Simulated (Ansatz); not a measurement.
## ZrO2, space group P4_2/nmc: cell relaxations under several functionals, step by step

With the Python package of Ansatz (0.2.0).

Notebook, run cell by cell (the value of a cell's last expression is shown):

```python
import ansatz as az
import numpy as np
```

```python
def edges_and_angles(cell):
    cell = np.asarray(cell)
    a, b, c = np.linalg.norm(cell, axis=1)
    cosines = cell[1] @ cell[2] / (b * c), cell[0] @ cell[2] / (a * c), cell[0] @ cell[1] / (a * b)
    return (a, b, c, *np.degrees(np.arccos(cosines)))
```

```python
lattice = az.Lattice.of(
    (3.5961, 0.0, 0.0),
    (0.0, 3.5961, 0.0),
    (0.0, 0.0, 5.177),
)
sites = [
    ("Zr", (0.0, 0.0, 0.0)),
    ("Zr", (0.5, 0.5, 0.5)),
    ("O", (0.0, 0.5, 0.203)),
    ("O", (0.0, 0.5, 0.703)),
    ("O", (0.5, 0.0, 0.297)),
    ("O", (0.5, 0.0, 0.797)),
]
cell = az.Crystal(lattice=lattice)
for symbol, position in sites:
    cell = cell.atom(symbol, position)

cell.resolved().sites[-1]
```

    Site(symbol='O', position=(0.5, 0.0, 0.797), moment=None, axis=None, held=None, saved=None)

```python
base = (
    cell.calculation()
    .occupations("fixed")
    .kpoints(6, 6, 4)
    .basis(31 * az.Ry)
    .relax(cell=True, force_tolerance=0.05)
)
```

```python
levels = [("pbe", "d4"), ("r2scan", "d4"), ("r2scan", "none"), ("pbesol", "none")]
print("level            a       b       c    alpha   beta  gamma  V/atom  steps")
for name, dispersion in levels:
    seen = []
    run = base.functional(name, dispersion=dispersion).session().plan()
    result = run.execute(on_event=lambda e: seen.append(e) if e["event"] == "relax_step" else None)
    cell = result.lattice.cell_ang
    label = name if dispersion == "none" else f"{name}+{dispersion}"
    print("{:13s} {:7.4f} {:7.4f} {:7.4f} {:6.2f} {:6.2f} {:6.2f}".format(label, *edges_and_angles(cell)), f"{abs(np.linalg.det(cell)) / len(result.lattice.sites):7.3f} {len(seen):5d}")
```

    level            a       b       c    alpha   beta  gamma  V/atom  steps
    pbe+d4         3.6027  3.6027  5.2356  90.00  90.00  90.00  11.326     8
    DeckWarning: basis.ecutwfc = 421.77648681281397 eV is below the records' recommended 500 eV, and the density's cutoff is lower with it unless basis.ecutrho_ratio is high enough to keep the records' density cutoff: compare with a run at a higher cutoff
    r2scan+d4      3.5948  3.5948  5.2114  90.00  90.00  90.00  11.224     8
    r2scan         3.6014  3.6014  5.2278  90.00  90.00  90.00  11.301     8
    pbesol         3.5848  3.5848  5.1774  90.00  90.00  90.00  11.089     6

From smallest to largest: PBEsol (11.09 Å³ an atom, -0.6 % against the start), r2SCAN+D4 (11.22 Å³ an atom, +0.6 % against the start), r2SCAN (11.30 Å³ an atom, +1.3 % against the start) and PBE+D4 (11.33 Å³ an atom, +1.5 % against the start). The spread is 2.1 % in volume.

The cutoff lies under the one recommended for these potentials in some of the runs. The run is spin-unpolarised. This is a high-temperature or high-pressure form, not the ambient phase. The starting cell is as deposited in a crystallographic database; the results hold for this polymorph, which needn't be the stable one. Warnings are shown shortened and without file and line. Processor time in the engine: 110 s on 1 thread of Intel(R) Xeon(R) Processor @ 2.30GHz, on a shared host, peak memory 0.67 GiB.
